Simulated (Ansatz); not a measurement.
**Squeezing Cr (hcp type)**

```yaml
crystal:
  lattice:
    - [2.48774, 0.00000, 0.00000]
    - [-1.24387, 2.15445, 0.00000]
    - [0.00000, 0.00000, 4.44894]
  atoms:
    - { symbol: Cr, position: [0.33333, 0.66667, 0.25000] }
    - { symbol: Cr, position: [0.66667, 0.33333, 0.75000] }
```

The cell comes from a relaxation on PAW files under the same functional, begun from a prototype that needn't be the stable phase.

Its volume is scaled, and at each volume shape and atoms are relaxed on PAW files; all methods then take that cell.

All numbers are PBE results (scalar-relativistic) from Ansatz 0.2.0, with a Γ-centred 19×19×10 k mesh, Fermi–Dirac smearing of 0.08 eV, spin-polarised from start moments Cr1 2, Cr2 2 μB. Methods: LAPW: all electrons, basis error target 1 meV/atom; PAW: frozen-core files, cutoff 420 eV; crystal datasets: all electrons, by PAW datasets that the program makes for each cell; norm-conserving: pseudopotentials, cutoff 1279 eV; PAW (cutoff 800 eV): frozen-core files, cutoff 800 eV.

Energies are extrapolated to zero smearing and count from the unscaled cell; pressure is positive in compression; gaps take the mesh and a band path. No temperature or zero-point motion is included.

Antiferromagnetic order, which Cr and Mn prefer near zero pressure, wasn't tried. The start moments died away, and the runs ended non-magnetic.

```json
{"V/V0": "1.00", "V (Å³/atom)": "11.92", "P LAPW (GPa)": "-0.04", "ΔE LAPW (eV/atom)": "0.000", "P PAW − LAPW (GPa)": "0.07", "ΔE PAW − LAPW (meV/atom)": "0.0", "space group": "P6_3/mmc", "shortest distance (Å)": "2.488"}
{"V/V0": "0.92", "V (Å³/atom)": "10.97", "P LAPW (GPa)": "23.1", "ΔE LAPW (eV/atom)": "0.063", "P PAW − LAPW (GPa)": "0.08", "ΔE PAW − LAPW (meV/atom)": "0.4", "space group": "P6_3/mmc", "shortest distance (Å)": "2.425"}
{"V/V0": "0.84", "V (Å³/atom)": "10.01", "P LAPW (GPa)": "58.2", "ΔE LAPW (eV/atom)": "0.296", "P PAW − LAPW (GPa)": "0.07", "ΔE PAW − LAPW (meV/atom)": "0.8", "space group": "P6_3/mmc", "shortest distance (Å)": "2.357"}
{"V/V0": "0.76", "V (Å³/atom)": "9.06", "P LAPW (GPa)": "111.7", "ΔE LAPW (eV/atom)": "0.790", "P PAW − LAPW (GPa)": "-0.03", "ΔE PAW − LAPW (meV/atom)": "0.9", "space group": "P6_3/mmc", "shortest distance (Å)": "2.286"}
{"V/V0": "0.68", "V (Å³/atom)": "8.11", "P LAPW (GPa)": "?", "ΔE LAPW (eV/atom)": "?", "P PAW − LAPW (GPa)": "?", "ΔE PAW − LAPW (meV/atom)": "?", "space group": "?", "shortest distance (Å)": "?"}
{"V/V0": "0.60", "V (Å³/atom)": "7.15", "P LAPW (GPa)": "319.5", "ΔE LAPW (eV/atom)": "3.187", "P PAW − LAPW (GPa)": "-1.07", "ΔE PAW − LAPW (meV/atom)": "-4.3", "space group": "P6_3/mmc", "shortest distance (Å)": "2.156"}
{"V/V0": "0.52", "V (Å³/atom)": "6.20", "P LAPW (GPa)": "528.9", "ΔE LAPW (eV/atom)": "5.656", "P PAW − LAPW (GPa)": "-3.45", "ΔE PAW − LAPW (meV/atom)": "-16.6", "space group": "P6_3/mmc", "shortest distance (Å)": "2.041"}
{"V/V0": "0.45", "V (Å³/atom)": "5.37", "P LAPW (GPa)": "834.8", "ΔE LAPW (eV/atom)": "9.140", "P PAW − LAPW (GPa)": "-8.96", "ΔE PAW − LAPW (meV/atom)": "-46.9", "space group": "P6_3/mmc", "shortest distance (Å)": "1.953"}
```

Question: Fit the Vinet equation to the LAPW pressures shown (residuals weighted by 1/(|P| + 0.03·Pmax)), and predict the pressure of the withheld row.

Answer: The fit gives V0 = 11.92 Å³/atom, B0 = 235 GPa and B0′ = 4.09. At 8.11 Å³/atom, x = (V/V0)^(1/3) = 0.8794, and P = 3·B0·(1 − x)/x²·exp[1.5·(B0′ − 1)·(1 − x)] = 192.7 GPa. The run itself gave 194.2 GPa (-0.8 % off) and ΔE = 1.682 eV/atom.

Question: From the table, what is the rise of the enthalpy H = E + pV up to the last row, and how stiff is the crystal between the last two rows?

Answer: ΔH = 9.140 eV + (834.8 GPa × 5.37 Å³ + 0.04 GPa × 11.92 Å³) × 0.006242 eV/(GPa·Å³) = 37.10 eV/atom, of which pV makes 75 %. The mean bulk modulus there is −ΔP/Δln V = 2120 GPa.

Question: At the smallest volume, how far do crystal datasets and norm-conserving and PAW (cutoff 800 eV) lie from LAPW in pressure?

Answer: crystal datasets: 0.00 GPa; norm-conserving: -6.89 GPa; PAW (cutoff 800 eV): -9.76 GPa, on a LAPW pressure of 834.8 GPa.

Question: How do the Löwdin populations by LAPW change from the unscaled cell to the last row?

Answer: Cr 3s 1.95 → 1.87, Cr 4s 0.77 → 0.40, Cr 3p 5.99 → 5.94, Cr 3d 5.22 → 5.76 electrons an atom. These are projections on the shells that the free atoms fill; 0.14 e a cell lies outside them at the start and 0.07 e at the end.
